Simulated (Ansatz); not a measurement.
# MnSi (Pm-3m) in Ansatz: notebook

One crystal, MnSi, is run at these levels: PBE0, PBEsol0, B3LYP; tasks: single point, relaxation of cell and atoms.

All numbers are computed with Ansatz 0.2.0; they aren't measurements. Logs are shortened: lines on timing, memory, paths and dates and some standing lists are left out, and cuts for length are marked.

**1. Starting point**

It takes space group Pm-3m (No. 221, cubic). The conventional cell has a = 2.987 Å, b = 2.987 Å, c = 2.987 Å, α = 90.00°, β = 90.00°, γ = 90.00°. Mn (site symmetry m-3m) has 8 Si at 2.59 Å as nearest neighbours. Around Si (site symmetry m-3m) lie 8 Mn at 2.59 Å.

The cell was built by a generator and needn't be a form met in nature.

**2. Single point, PBE0, collinear spin, ferromagnetic start**

Input file input:

```
crystal:
  lattice:
    - [2.98743146, 0.0, 0.0]
    - [0.0, 2.98743146, 0.0]
    - [0.0, 0.0, 2.98743146]
  atoms:
    - { symbol: Mn, position: [0.5, 0.5, 0.5], spin: 4.0 }
    - { symbol: Si, position: [0.0, 0.0, 0.0] }
hamiltonian:
  xc: pbe0
  pseudopotentials: { kind: paw }
magnetization:
  spin_polarized: true
kpoints:
  mp_grid: { grid: [5, 5, 5] }
scf:
  occupations: { method: fermi_dirac, width: 0.05 }
output:
  forces: true
  stress: true
  eigenvalues: true
```

Potentials or basis: Ansatz PAW.

The log of the run:

```text
Warning: output.stress: scf.convergence.dr2_threshold = 1e-7 eV (the SCF's general default) is looser than the 2e-10 eV advised for a printed stress (1e-10 eV for each atom of the cell: 2). What an SCF threshold leaves in a stress goes as its square root, and in the free energy as the threshold itself, and one threshold admits the most on a small cell: of the crystals measured, under no hybrid functional and no lock of the moments, on runs that ended without the residual-converged pass, on stresses that held no estimate of that error, the worst erred by over 100 MPa in a component at 1e-7 eV an atom and by under 5 at 1e-10. Set scf.convergence.dr2_threshold to 2e-10 eV or tighter. The threshold is an SCF's pass mark: one that does not reach it within its budget of iterations ends unconverged, or closes short of it on a stop that the run arms, and scf.convergence.dr2_threshold's page says what that costs each kind of run
Warning: output.stress: scf.exx.energy_threshold = 1e-6 eV is looser than the 2e-8 eV advised for a stress under a hybrid functional (1e-8 eV for each atom of the cell: 2). Every SCF of the exchange loop can meet its threshold on dr2 while the loop round them stops early: no threshold on dr2 bounds what that leaves in the stress. Set scf.exx.energy_threshold to 2e-8 eV or tighter. The threshold is the loop's pass mark: a loop that does not reach it within its budget of cycles ends unconverged, and scf.exx.energy_threshold's page has the law
GPUs: using 1 of 1 available (devices: 1).
Engine: ansatz 0.2.0, x86_64-unknown-linux-gnu
Pseudopotentials: kind: paw
Pseudopotential: Mn, paw, valence charge 15, recommended cutoff 420 eV (normal), Mn.paw.azcp
Pseudopotential: Si, paw, valence charge 4, recommended cutoff 420 eV (normal), Si.paw.azcp
Functional definition: PBE0
  parameter a = 0.25
  parameter kappa = 0.804
  parameter beta = 0.06672455060314922
  exchange = (1 - a)*pbe_x(kappa = kappa, mu = beta*pi^2/3) + a*exact_x
  correlation = pbe_c(beta = beta)
device memory: the entry about to start is reckoned to put 0.6 GiB on a device that reports 59.8 GiB free (of which the cap on the GPU budget leaves the run 18.0 GiB)
GPU FFT provider: cuFFT
GPU libraries: cuBLAS 13.8.2, cuFFT 12.4.0, cuSOLVER 12.3.4
Crystal: 2 atoms, lattice volume = 26.662 Å³
Basis set: ecut = 420 eV, 485 PW (Γ), exchange–correlation on 40×40×40 points (8 copies of the dense FFT grid, shifted against one another)
Bands: 16, of which v1, the nominal top of the filled ones, is band 10 counted from 1 (9 counted from 0)
Symmetry: 48 space group operations
Space group: Pm-3m (ITA 221), of the structure as read, at distance tolerance 3.0e-5 Å
Magnetic group: BNS 221.92 (UNI 1594), of the structure as read, at distance tolerance 3.0e-5 Å
k-points: 10 of 125
Non-local potential: Mn, projectors of the file, l = 0: 3, l = 1: 2, l = 2: 3, l = 3: 1
Non-local potential: Si, projectors of the file, l = 0: 2, l = 1: 2, l = 2: 2
PAW form: soft (Blöchl's): semilocal exchange-correlation on the pseudo side does not see the compensation charge
PAW frozen core: Mn, regenerated for the run's functional, and the local potential with it (the file was generated under x = pbe(κ = 0.804, μ = 0.2195149727645171), c = pbe(β = 0.06672455060314922))
PAW frozen core: Si, regenerated for the run's functional, and the local potential with it (the file was generated under x = pbe(κ = 0.804, μ = 0.2195149727645171), c = pbe(β = 0.06672455060314922))
PAW one-centre angular grid: Mn, 590 points (default); XC on 64 Gauss nodes
PAW one-centre angular grid: Si, 110 points (default); XC on 64 Gauss nodes
Initial density: superposition of atomic densities (chi_scale 0.1, normalization cell)
Starting moments: Σ|m| = 4 μB on 1 of 2 sites
Initial wavefunctions: pseudopotential atomic-orbital guess
GPU buffer pool allocated for 8000 grid points (all kernels)
GPU transforms: local potential and band sums: pruned to the plane-wave sphere, on 20×20×20
Functional: x = pbe(κ = 0.804, μ = 0.2195149727645171), c = pbe(β = 0.06672455060314922), warm-up for x = 0.75 pbe(κ = 0.804, μ = 0.2195149727645171) + 0.25 exact, c = pbe(β = 0.06672455060314922)
iter 1 solved again at ethr=3.35e-3 eV; its pass at ethr=1.00e-1 eV (dr2=6.37e-1 eV) is discarded
SCF iter   1: F=—  HF=-4534.297504 eV  |F-HF|=—  |Δ(HF+E_count)|=         —  Δρ=9.09e-2 (↑6.30e-2 ↓9.09e-2)  dr2=6.35e-1  dr2_m=1.38e0  M=2.596 μB ∫|m|=2.930 μB  β_m=0.30  ethr=3.35e-3  ⟨swp⟩=2.8  Hψ=1669  notcnv=0
preconditioner: auto → none  [metal: Δε(μ)=0.048 eV  Ē_g=9.249 eV  σ=0.050 eV  W_gap=0.23  n_scr=6 (ndim 8)  ℏωp=23.9 eV  f_vac=0.000  D(μ)=2.12/eV (n_scr^D=26)  sad-step TF]
SCF iter   2: F=—  HF=-4534.472713 eV  |F-HF|=—  |Δ(HF+E_count)|=   1.75e-1  Δρ=5.82e-2 (↑5.79e-2 ↓5.82e-2)  dr2=1.70e-1  dr2_m=7.93e-1  M=2.575 μB ∫|m|=2.902 μB  β_m=0.30  ethr=3.34e-3  ⟨swp⟩=2.0  Hψ=640  notcnv=0
SCF iter   3: F=—  HF=-4534.551507 eV  |F-HF|=—  |Δ(HF+E_count)|=   7.88e-2  Δρ=4.28e-2 (↑4.11e-2 ↓4.28e-2)  dr2=4.86e-2  dr2_m=4.22e-1  M=2.565 μB ∫|m|=2.887 μB  β_m=0.30  ethr=8.97e-4  ⟨swp⟩=2.9  Hψ=681  notcnv=0
iter 4 solved again at ethr=4.77e-6 eV; its pass at ethr=2.56e-4 eV (dr2=9.07e-4 eV) is discarded
SCF iter   4: F=—  HF=-4534.600651 eV  |F-HF|=—  |Δ(HF+E_count)|=   4.91e-2  Δρ=3.25e-2 (↑3.25e-2 ↓3.13e-2)  dr2=9.12e-4  dr2_m=2.49e-1  M=2.537 μB ∫|m|=2.863 μB  β_m=0.30  ethr=4.77e-6  ⟨swp⟩=3.5  Hψ=1462  notcnv=0  defer=2
SCF iter   5: F=—  HF=-4534.637223 eV  |F-HF|=—  |Δ(HF+E_count)|=   3.66e-2  Δρ=2.77e-2 (↑2.77e-2 ↓2.67e-2)  dr2=3.36e-4  dr2_m=1.81e-1  M=2.468 μB ∫|m|=2.802 μB  β_m=0.30  ethr=4.77e-6  ⟨swp⟩=3.4  Hψ=858  notcnv=0
[... 226 lines left out ...]
SCF iter   1: F=—  HF=-4534.013109 eV  |F-HF|=—  |Δ(HF+E_count)|=         —  Δρ=1.31e-4 (↑1.31e-4 ↓1.21e-4)  dr2=8.96e-7  dr2_m=3.74e-6  M=2.859 μB ∫|m|=3.590 μB  β_m=0.30  ethr=2.36e-6  ⟨swp⟩=2.3  Hψ=650  notcnv=0
preconditioner: auto → none  [insulator: Δε(μ)=0.322 eV  Ē_g=11.834 eV  σ=0.050 eV  W_gap=0.81  n_scr=6 (ndim 8)  ℏωp=23.9 eV  f_vac=0.000  D(μ)=0.31/eV (n_scr^D=0)]
SCF iter   2: F=—  HF=-4534.013110 eV  |F-HF|=—  |Δ(HF+E_count)|=   1.06e-6  Δρ=7.57e-5 (↑6.41e-5 ↓7.57e-5)  dr2=6.93e-7  dr2_m=1.07e-6  M=2.859 μB ∫|m|=3.590 μB  β_m=0.65  ethr=2.28e-9  ⟨swp⟩=4.2  Hψ=829  notcnv=0
SCF iter   3: F=—  HF=-4534.013111 eV  |F-HF|=—  |Δ(HF+E_count)|=   1.22e-6  Δρ=1.19e-5 (↑1.19e-5 ↓1.08e-5)  dr2=6.86e-7  dr2_m=2.84e-8  M=2.859 μB ∫|m|=3.590 μB  β_m=0.59  ethr=8.15e-10  ⟨swp⟩=4.0  Hψ=723  notcnv=0
SCF iter   4: F=—  HF=-4534.013111 eV  |F-HF|=—  |Δ(HF+E_count)|=   5.80e-9  Δρ=2.71e-6 (↑1.86e-6 ↓2.71e-6)  dr2=6.63e-7  dr2_m=1.00e-9  M=2.859 μB ∫|m|=3.590 μB  β_m=0.79  ethr=8.67e-11  ⟨swp⟩=3.2  Hψ=737  notcnv=0
SCF iter   5: F=—  HF=-4534.013114 eV  |F-HF|=—  |Δ(HF+E_count)|=   3.05e-6  Δρ=4.31e-5 (↑4.31e-5 ↓3.62e-5)  dr2=8.63e-8  dr2_m=3.82e-7  M=2.859 μB ∫|m|=3.591 μB  β_m=0.79  ethr=4.39e-12  ⟨swp⟩=5.4  Hψ=1309  notcnv=0
SCF iter   6: F=—  HF=-4534.013114 eV  |F-HF|=—  |Δ(HF+E_count)|=   7.72e-8  Δρ=1.59e-6 (↑1.59e-6 ↓1.14e-6)  dr2=9.25e-8  dr2_m=3.18e-10  M=2.859 μB ∫|m|=3.591 μB  β_m=0.90  ethr=4.39e-12  ⟨swp⟩=4.6  Hψ=993  notcnv=0
SCF iter   7: F=—  HF=-4534.013115 eV  |F-HF|=—  |Δ(HF+E_count)|=   3.85e-7  Δρ=1.67e-5 (↑1.67e-5 ↓1.44e-5)  dr2=1.46e-8  dr2_m=5.84e-8  M=2.859 μB ∫|m|=3.591 μB  β_m=0.90  ethr=1.59e-12  ⟨swp⟩=5.2  Hψ=1035  notcnv=0
SCF iter   8: F=—  HF=-4534.013115 eV  |F-HF|=—  |Δ(HF+E_count)|=   1.00e-8  Δρ=5.64e-7 (↑5.64e-7 ↓3.89e-7)  dr2=1.44e-8  dr2_m=5.40e-11  M=2.859 μB ∫|m|=3.591 μB  β_m=0.90  ethr=1.59e-12  ⟨swp⟩=4.5  Hψ=846  notcnv=0
Mixer restart at iter 8: flushing history
SCF iter   9: F=—  HF=-4534.013115 eV  |F-HF|=—  |Δ(HF+E_count)|=   5.62e-8  Δρ=6.91e-6 (↑6.91e-6 ↓5.54e-6)  dr2=2.70e-9  dr2_m=9.27e-9  M=2.859 μB ∫|m|=3.591 μB  β_m=0.90  ethr=1.00e-12  ⟨swp⟩=5.0  Hψ=884  notcnv=0
SCF iter  10: F=—  HF=-4534.013115 eV  |F-HF|=—  |Δ(HF+E_count)|=   1.02e-8  Δρ=4.34e-6 (↑1.92e-6 ↓4.34e-6)  dr2=1.95e-9  dr2_m=2.37e-9  M=2.859 μB ∫|m|=3.591 μB  β_m=0.95  ethr=1.00e-12  ⟨swp⟩=4.5  Hψ=817  notcnv=0
SCF iter  11: F=—  HF=-4534.013115 eV  |F-HF|=—  |Δ(HF+E_count)|=   1.17e-8  Δρ=8.08e-6 (↑8.08e-6 ↓3.66e-6)  dr2=3.34e-8  dr2_m=1.24e-9  M=2.859 μB ∫|m|=3.591 μB  β_m=0.64  ethr=1.00e-12  ⟨swp⟩=5.0  Hψ=923  notcnv=0  recentre
SCF iter  12: F=-4534.013115 eV  HF=-4534.013115 eV  |F-HF|=6.37e-12  |Δ(HF+E_count)|=   9.05e-9  Δρ=2.16e-7 (↑2.16e-7 ↓8.86e-8)  dr2=1.29e-11  dr2_m=4.24e-12  M=2.859 μB ∫|m|=3.591 μB  ethr=1.00e-12  ⟨swp⟩=4.8  Hψ=881  notcnv=0
SCF 9 converged in 12 iterations: F = -4534.013115 eV  dr2 = 1.29e-11
  Residual-converged pass: ⟨swp⟩=1.5  Hψ=337  notcnv=0  max |occ|·‖R‖ = 1.3e-6 eV (tolerance 1.4e-6 eV)  dr2=1.29e-11  dr2_m=4.23e-12  dr2_onsite=5.58e-12  max |Δocc| = 1.1e-14
hybrid outer 8: dexx = +5.627e-6 eV, tail = 3.39e-8 eV, magnetization grown 1.0067 times (not accepted), Δε = 1.31e-2 eV (about 1.43e-3 eV left of the loop's levels)
GPU FFT provider: cuFFT
GPU libraries: cuBLAS 13.8.2, cuFFT 12.4.0, cuSOLVER 12.3.4
GPU buffer pool allocated for 8000 grid points (all kernels)
GPU transforms: local potential and band sums: pruned to the plane-wave sphere, on 20×20×20
Exchange kernel: α = 0.2500, full range, Wigner–Seitz truncation, v(0) = 7646.7833 eV·Å³, q-mesh 5×5×5, nearest image of the exchange supercell L = 14.94 Å, pair-density grid 15×15×15, without the augmentation charges, whose exchange is taken in its separable form by FFT convolution over the k-point mesh (sized by the pseudopotential files, 20×20×20 at the most), smooth part of the exact exchange by density-matrix convolution in up to 1.15 GiB of GPU memory as planned if the GPU has room (build and FFT work areas not counted)
Frozen-core exchange: fock
SCF iter   1: F=—  HF=-4534.013115 eV  |F-HF|=—  |Δ(HF+E_count)|=         —  Δρ=1.48e-6 (↑1.48e-6 ↓3.90e-7)  dr2=3.75e-10  dr2_m=1.49e-10  M=2.859 μB ∫|m|=3.591 μB  β_m=0.30  ethr=2.99e-10  ⟨swp⟩=3.4  Hψ=839  notcnv=0
preconditioner: auto → none  [insulator: Δε(μ)=0.316 eV  Ē_g=11.835 eV  σ=0.050 eV  W_gap=0.81  n_scr=6 (ndim 8)  ℏωp=23.9 eV  f_vac=0.000  D(μ)=0.32/eV (n_scr^D=0)]
SCF iter   2: F=-4534.013115 eV  HF=-4534.013115 eV  |F-HF|=1.46e-11  |Δ(HF+E_count)|=  1.61e-10  Δρ=7.55e-7 (↑7.55e-7 ↓5.20e-7)  dr2=5.50e-11  dr2_m=9.03e-11  M=2.859 μB ∫|m|=3.591 μB  ethr=1.84e-12  ⟨swp⟩=3.7  Hψ=654  notcnv=0
SCF 10 converged in 2 iterations: F = -4534.013115 eV  dr2 = 5.50e-11
  Residual-converged pass: ⟨swp⟩=2.3  Hψ=475  notcnv=0  max |occ|·‖R‖ = 1.3e-6 eV (tolerance 1.4e-6 eV)  dr2=5.56e-11  dr2_m=9.14e-11  dr2_onsite=7.32e-11  max |Δocc| = 3.7e-14
hybrid outer 9: dexx = +2.097e-10 eV, tail = 1.37e-9 eV, Δε = 7.40e-5 eV (about 8.73e-5 eV left of the loop's levels), ΔF = 5.34e-25 eV/Å (tail 3.61e-25)
this state was not tested for a lower state beside it, because the functional holds exact exchange (a hybrid, or Hartree-Fock), whose exchange loop this test does not read (fock_operator); the stability check (scf.self_checks: high) cannot read this state: a pseudopotential is PAW: the check reads norm-conserving sets alone
hybrid SCF converged: 9 outer / 60 inner (+100 warm-up), last move |dexx| = 2.10e-10 eV, tail = 1.37e-9 eV
Magnetization: 2.8590 μB (10.9295 up, 8.0705 down)
Absolute magnetization: 3.5912 μB (∫|ρ↑−ρ↓|, with the PAW one-centre terms)
Spin contamination: 0.3247 ħ² per cell (⟨S²⟩ above its minimum at these occupations)
Per-site moments (μB) at R_I (Å): [(3.166019484727309, 1.0672165087752445), (-0.21474384815004105, 1.0672165087752445)]
Free energy (F): -4534.013115 eV
Frozen-core exchange: fock
Harris-Foulkes:  -4534.013115 eV  (|F-HF|=1.46e-11)
Internal energy: -4534.010380 eV  (E = F + TS)
E sigma→0 (E₀):  -4534.011748 eV
Entropy (-TS):   -0.002734 eV (-1.367 meV/atom)
Fermi energy:    14.429163 eV
--- Per-component energies (eV) ---
  E_band       = -270.860649
  E_kinetic    = 348.085551
  E_local      = -2236.677876  (includes V_loc(G=0)·N_el)
  E_nonlocal   = 269.772288
  E_hartree    = 950.925988
  E_xc         = -131.206718
  E_vxc        = -149.543074  (∫ρ·V_xc dr)
  E_exx        = -78.243945  (= α·E_x^exact, valence–valence)
  E_paw        = -1776.530584  (= ΣΔE_a)
  E_vpaw       = -247.861638  (= ΣTr[D̂ρ^β])
  E_aug_tail   = -0.000003  (compensation charges beyond the density's cutoff)
  E_ewald      = -1879.880115
  E_core_change = -0.254967  (= ΣΔE_core)
  E_smearing   = -0.002734  (= −TS)
  E_closure    = -0.000000  (closes the sum)
  Σ components = -4534.013115   (vs F -4534.013115, Δ=-9.09e-13)
--- Forces (eV/Å), atoms counted from 1 ---
  atom   1  Mn    -0.00000000    -0.00000000     0.00000000
  atom   2  Si    -0.00000000     0.00000000     0.00000000
  max |Σ_I F_I| component: 4.91e-25 eV/Å
--- Stress (GPa, compression-positive) ---
       -6.836361       0.000000       0.000000
        0.000000      -6.836361       0.000000
        0.000000       0.000000      -6.836361
  P = ⅓ Tr σ = -6.8364 GPa (-68.364 kbar)
--- Band table (eV; the first three rows and the last of 20) ---
  k-point 0 ↑: bands = ["-72.8917", "-40.1836", "-40.1836", "-40.1836", "-0.2521", "8.3047", "8.3047", "10.5815", "10.5815", "10.5815", "17.3499", "17.3499", "17.3499", "22.3002", "22.3002", "24.8911"]
  k-point 1 ↑: bands = ["-72.8901", "-40.2046", "-40.1816", "-40.1816", "0.4780", "8.1424", "8.4750", "10.1229", "10.1229", "10.6114", "13.5699", "18.5270", "18.5270", "22.1721", "23.9426", "28.1060"]
  k-point 2 ↑: bands = ["-72.8874", "-40.2387", "-40.1782", "-40.1782", "2.5049", "6.1334", "8.7633", "9.5349", "9.5349", "10.6601", "11.5731", "21.0886", "21.0886", "21.8795", "25.1120", "25.2426"]
  k-point 9 ↓: bands = ["-68.4671", "-35.4843", "-35.4831", "-35.4831", "6.5469", "9.2203", "9.2203", "12.4729", "15.8576", "15.8576", "15.8579", "18.9523", "18.9523", "21.9868", "21.9868", "22.2302"]
```

Wall time 22 s (1 × NVIDIA H100 80GB HBM3 with 2 threads of AMD EPYC 7R13 (Zen 3), shared host); peak memory 1.4 GiB.

What came out:

| Quantity | Value |
| --- | --- |
| Free energy | -4534.0131 eV |
| Pressure | -6.8 GPa |
| Band gap on the k mesh | none (metal or under the smearing width) |
| Net moment | 2.86 μB per cell |
| Absolute moment | 3.59 μB per cell |
| Site moments | Mn +3.17; Si -0.21 μB |

Levels at points of the mesh, in eV from the Fermi level:
Spin up:
```
           k point  band 7  band 8  band 9  band 10  band 11  band 12  band 13  band 14  band 15  band 16
(0.00, 0.00, 0.00)   -6.12   -3.85   -3.85    -3.85     2.92     2.92     2.92     7.87     7.87    10.46
```
Spin down:
| k point | band 5 | band 6 | band 7 | band 8 | band 9 | band 10 | band 11 | band 12 |
| --- | --- | --- | --- | --- | --- | --- | --- | --- |
| (0.00, 0.00, 0.00) | -14.95 | -2.43 | -2.43 | 2.81 | 2.81 | 2.81 | 3.37 | 3.37 |

Caveat: the k mesh is coarse (spacing up to 0.42 Å⁻¹), so the values aren't converged, least of all with exact exchange; the magnetic or orbital state may not be the lowest; the PAW data sets come from PBE, with cores solved anew for the run's functional, which leaves a small shift of forces and pressure; the thresholds are loose for stress.

**3. Relaxation of cell and atoms, PBE0, collinear spin, ferromagnetic start**

Edit input of step 2 so:

```diff
@@ -21 +21,9 @@
   eigenvalues: true
+  write_density: true
+  write_potential: true
+  elf: true
+  volumetric_format: npy
+relax:
+  f_tol: 0.01
+  max_steps: 40
+  cell: { stress_tol: 0.05 }
```

Potentials or basis: Ansatz PAW.

Wall time 70 s (1 × NVIDIA H100 80GB HBM3 with 2 threads of AMD EPYC 7R13 (Zen 3), shared host); peak memory 1.5 GiB.

The run converged. Its results:

```yaml
Free_energy: -4534.0427 eV
Relaxed_volume: 12.67 Å³/atom
Relaxed_cell: a = 2.938 Å, b = 2.938 Å, c = 2.938 Å, α = 90.00°, β = 90.00°, γ = 90.00°
Space_group_after_relaxing_to_0.05_Å: Pm-3m (No. 221)
Energy_gained_by_relaxing: 14.8 meV/atom
Ionic_steps: 5
Pressure_after_relaxing: 0.0 GPa
Band_gap_on_the_k_mesh: none (metal or under the smearing width)
Net_moment: 2.86 μB per cell
Absolute_moment: 3.48 μB per cell
Site_moments: Mn +3.10; Si -0.18 μB
```

Step by step:
```tsv
step	energy change (eV)	largest force (eV/Å)	volume (Å³)
1	0.0000	0.0000	26.66
2	-0.0293	0.0000	25.62
3	-0.0309	0.0000	25.32
4	-0.0309	0.0000	25.35
5	-0.0296	0.0000	25.35
```

Final structure:
```yaml
crystal:
  lattice:
    - [2.93756, 0.00000, 0.00000]
    - [0.00000, 2.93756, 0.00000]
    - [0.00000, 0.00000, 2.93756]
  atoms:
    - { symbol: Mn, position: [0.50000, 0.50000, 0.50000] }
    - { symbol: Si, position: [0.00000, 0.00000, 0.00000] }
```

Levels at points of the mesh, in eV from the Fermi level:
Spin up:
```csv
k point,band 8,band 9,band 10,band 11,band 12,band 13,band 14,band 15
"(0.00, 0.00, 0.00)",-3.70,-3.70,-3.70,3.15,3.15,3.15,8.14,8.14
```
Spin down:
| k point | band 4 | band 5 | band 6 | band 7 | band 8 | band 9 | band 10 | band 11 | band 12 | band 13 |
| --- | --- | --- | --- | --- | --- | --- | --- | --- | --- | --- |
| (0.00, 0.00, 0.00) | -49.80 | -15.21 | -2.61 | -2.61 | 3.13 | 3.13 | 3.13 | 3.41 | 3.41 | 3.41 |

Caveat: the k mesh is coarse (spacing up to 0.42 Å⁻¹), so the values aren't converged, least of all with exact exchange; the magnetic or orbital state may not be the lowest; the plane-wave basis is chosen anew once the cell has moved, so the energies of steps on either side of that aren't comparable; the PAW data sets come from PBE, with cores solved anew for the run's functional, which leaves a small shift of forces and pressure.

(Part 1 of 2 ends here.)
